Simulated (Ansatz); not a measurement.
Runs of Ansatz 0.2.0 on W. The structure is cubic, space group Fm-3m (No. 225). Conventional cell: a = 4.060 Å, b = 4.060 Å, c = 4.060 Å, α = 90.00°, β = 90.00°, γ = 90.00°. Around W (site symmetry m-3m) lie 12 W at 2.87 Å. This isn't the form of W at room conditions, which is bcc.

```tsv
task	level	spin	cell	k mesh	cutoff (eV)	atoms under strain	points for each segment of the path	gap on the mesh (eV)	pressure (GPa)	relaxed volume (Å³/atom)
relaxation of cell and atoms	revPBE	off	relaxed	11 × 11 × 11	420	-	-	none	0.0	(a)
elastic constants	PBEsol	off	as given	8 × 8 × 8	420	relaxed	-	none	-12.2	-
elastic constants	LDA	off	as given	8 × 8 × 8	420	clamped	-	none	-17.4	-
relaxation of cell and atoms	BLYP	off	relaxed	11 × 11 × 11	420	-	-	none	0.0	17.03
band structure	r2SCAN	off	as given	11 × 11 × 11	500	-	14	none	-9.4	-
relaxation of cell and atoms	PBEsol+D3(BJ)	off	relaxed	11 × 11 × 11	420	-	-	none	0.0	(b)
band structure	BLYP	off	as given	11 × 11 × 11	420	-	14	none	4.8	-
band structure	r2SCAN	SOC, no magnetisation	as given	8 × 8 × 8	500	-	14	none	-8.8	-
phonons	PBEsol	off	as given	8 × 8 × 8	420	-	-	none	-	-
```

Alike in all rows: potentials or basis Ansatz PAW; smearing fermi-dirac 0.05 eV.

Problem. Fill in the values left out.

Solution. (a) 16.59; (b) 15.62.

Caveats: the PAW data sets come from PBE, with cores solved anew for the run's functional, which leaves a small shift of forces and pressure; the plane-wave basis is chosen anew once the cell has moved, so the energies of steps on either side of that aren't comparable (some runs); the cell is more than 3 GPa from zero pressure, which shifts response properties (some runs); the elastic tensor has a negative eigenvalue, so either the cell is unstable as it stands or the mesh is too thin (some runs); spin-orbit coupling is left out, which moves the levels of the heavy elements (some runs); so large a pressure means that the cell lies far from this level's equilibrium, or that cutoff or potentials fall short (some runs); pairwise dispersion overbinds metals, which lowers pressure and volume (some runs).

A k mesh can miss the band edges, and rows without SOC leave out spin-orbit coupling on W.

A gap of «none» marks a metal or a gap under the smearing width.

Runs at the PBE level aren't shown here.
